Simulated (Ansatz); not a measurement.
Si, space group P6_3/mmc, a comparison of functionals at one structure

With Ansatz 0.2.0 through its Python package.

Input file `si.cif`:
```cif
data_Si
_cell_length_a 2.444000
_cell_length_b 2.444000
_cell_length_c 4.152000
_cell_angle_alpha 90.00000
_cell_angle_beta 90.00000
_cell_angle_gamma 120.00000
_symmetry_space_group_name_H-M 'P 1'
_symmetry_Int_Tables_number 1
loop_
_symmetry_equiv_pos_as_xyz
'x, y, z'
loop_
_atom_site_label
_atom_site_type_symbol
_atom_site_fract_x
_atom_site_fract_y
_atom_site_fract_z
Si1 Si    0.333333    0.666667    0.250000
Si2 Si    0.666667    0.333333    0.750000
```

Notebook, run cell by cell (the value of a cell's last expression is shown):

In [1]:
```python
import ansatz as az
from ase.io import read
```

In [2]:
```python
atoms = read("si.cif")
system = az.Crystal.from_ase(atoms)
```

In [3]:
```python
system.resolved().tree()["lattice"]
```
Out [3]:
```text
((2.444, 0.0, 0.0), (-1.2219999999999995, 2.116566086849168, 0.0), (0.0, 0.0, 4.152))
```

In [4]:
```python
calc = system.calculation()
calc = calc.basis(18 * az.Ha).kpoints(15, 15, 8)
calc = calc.occupations("methfessel_paxton", width=50 * az.meV)
calc = calc.forces().stress()
```

In [5]:
```python
rows = []
for value in ["lda", "pbesol", "revpbe", "r2scan", "blyp"]:
    data = calc.functional(value).run(threads=1, pin="off").report
    rows.append((value, data["free_energy_ev"] / len(data["lattice"]["sites"]), data["n_iterations"], sum(data["stress_gpa"][i][i] for i in range(3)) / 3, max(abs(f) for row in data["forces_ev_ang"] for f in row), data["n_kpoints"]))
```
```text
DeckWarning: the atoms were moved onto the symmetric positions of the space group found under crystal.symmetry.tolerance 1.0e-5 (fractional; no operation is sought that the atoms, as they stand in a round, miss by more than twice it, and no atom is moved by as much as it), and the run uses the moved positions. Before [...]
DeckWarning: basis.ecutwfc = 489.804952427784 eV is below the records' recommended 500 eV, and the density's cutoff is lower with it unless basis.ecutrho_ratio is high enough to keep the records' density cutoff: compare with a run at a higher cutoff
```

In [6]:
```python
print("  functional   F/atom (eV)    iterations       P (GPa)  max component (eV/A)      k-points")
for row in rows:
    print(f"{str(row[0]):>12s}  {row[1]:12.5f}  {row[2]:12d}  {row[3]:12.3f}  {row[4]:20.4f}  {row[5]:12d}")
```
```text
  functional   F/atom (eV)    iterations       P (GPa)  max component (eV/A)      k-points
         lda    -607.91575             5        42.295                0.0000           135
      pbesol    -620.76346             5        45.834                0.0000           135
      revpbe    -637.05698             5        51.371                0.0000           135
      r2scan    -638.06916             6        42.612                0.0000           135
        blyp    -637.85011             5        58.153                0.0000           135
```

Reading the output:
- The cutoff lies under the one recommended for these potentials in some of the runs.
- Under the recommended cutoff a pressure can be off by several GPa, even in sign.
- BLYP can be off by several per cent in the lattices of metals, and by several GPa in the pressure at a fixed cell.
- Forces vanish by symmetry here and test nothing.
- Pressure is positive in compression.
- This isn't the structure that Si takes at ambient conditions.
- Warnings are shown shortened and without file and line.
- Total energies of different functionals can't be compared; pressures, moments and gaps at this one structure can.
- Timing: 11 s on 1 thread of Arm Neoverse V1, on a shared host, peak memory 0.46 GiB.
